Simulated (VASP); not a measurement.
Write the native input for VASP 6.6.1 that does the following.

| Item | Value |
| --- | --- |
| Task | single point |
| Functional | HSE06 |
| Dispersion | D3(BJ) |
| Potentials or basis | VASP PAW PBE potentials, release 64 (Rb_sv) |
| Cutoff | 400 eV |
| k mesh | 1 × 1 × 1 |
| Occupations | gaussian, width 0.01 eV |
| Spin | collinear spin, ferromagnetic start |
| Starting moments | [0.5] μB |
| Fixed moment | 1 μB |
| Grid for exact exchange (PRECFOCK) | Fast |
| Screening parameter | 0.2 1/A |
| Further INCAR settings | ALGO = Damped; EDIFF = 1e-06; NBANDS = 14; ISYM = 0 |

Molecule: Rb, in a box.

```
Rb
1.0
    10.50000    0.00000    0.00000
     0.00000   11.00000    0.00000
     0.00000    0.00000   11.50000
Rb
1
Direct
  0.50000 0.50455 0.50000
```

These files were run (other wordings do the same):

POSCAR

```
Rb                                      
1.0
   10.5000000000      0.0000000000      0.0000000000
    0.0000000000     11.0000000000      0.0000000000
    0.0000000000      0.0000000000     11.5000000000
  Rb            
     1
Selective dynamics
Direct
     0.5000000000000000    0.5045454544999970    0.5000000000000000   F   F   F
```

INCAR.step1

```
PREC = Accurate ; ENCUT = 400
EDIFF = 1E-5 ; ISMEAR = 0
SIGMA = 0.01 ; LREAL = F
LASPH = T ; NELM = 100
ALGO = Normal ; ISIF = 2
LWAVE = T ; LCHARG = F
ISPIN = 2 ; MAGMOM = 0.5
LORBIT = 11 ; NUPDOWN = 1
NBANDS = 14 ; ISYM = 0
TIME = 0.4 ; GGA = PE
```

INCAR.step2

```
PREC = Accurate ; ENCUT = 400
EDIFF = 1E-6 ; ISMEAR = 0
SIGMA = 0.01 ; LREAL = F
LASPH = T ; NELM = 100
ALGO = Damped ; ISIF = 2
LWAVE = F ; LCHARG = F
ISPIN = 2 ; MAGMOM = 0.5
LORBIT = 11 ; NUPDOWN = 1
GGA = PE ; LHFCALC = T
HFSCREEN = 0.2 ; PRECFOCK = Fast
IVDW = 12 ; VDW_S6 = 1.0
VDW_S8 = 2.31 ; VDW_A1 = 0.383
VDW_A2 = 5.685 ; NBANDS = 14
ISYM = 0 ; TIME = 0.4
ISTART = 1
```

KPOINTS

```
Automatic mesh
0
Gamma
  1 1 1
```

Potentials or basis: VASP PAW PBE potentials, release 64 (Rb_sv).

Launch:

```bash
$ cat potpaw_PBE.64/Rb_sv/POTCAR > POTCAR
$ cp INCAR.step1 INCAR
$ mpirun -np 4 vasp_gam > vasp.out
$ cp INCAR.step2 INCAR
$ mpirun -np 4 vasp_gam > vasp.out
```

Results of the run:

```yaml
Net_moment: 1.00 μB per cell
Site_moments: Rb +0.04 μB
Valence_electrons_inside_the_program's_atomic_spheres: Rb 7.35
Dispersion_energy_per_atom: -0.019 eV
```

Caveat: the total moment is fixed, so each spin has its own Fermi level.

Wall time 2.5 min on 4 MPI ranks on Intel(R) Xeon(R) Platinum 8488C (Sapphire Rapids), with other jobs on the host, peak memory 0.49 GiB a rank.
